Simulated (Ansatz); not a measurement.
The system is Ba.

```xyz
1
Lattice="-2.5065 2.5065 2.5065 2.5065 -2.5065 2.5065 2.5065 2.5065 -2.5065" Properties=species:S:1:pos:R:3 pbc="T T T"
Ba    0.0000    0.0000    0.0000
```

Base run:

* Program: Ansatz 0.2.0
* Functional: PBE
* Potentials or basis: all-electron LAPW, scalar-relativistic
* Cutoff: 74 eV (chosen from the basis error)
* Basis error allowed: 0.001 eV/atom
* k mesh: 8 × 8 × 8
* Occupations: gaussian, width 0.1 eV
* Spin: no spin polarisation

Its results: band gap on the k mesh none (metal or under the smearing width); pressure 0.0 GPa.

Question: The run is repeated on the same cell with these changes: functional from PBE to RPBE. What comes out?

Answer: Band gap on the k mesh none (metal or under the smearing width); pressure 0.7 GPa.

RPBE binds less tightly than PBE, so the same cell stands under more pressure.
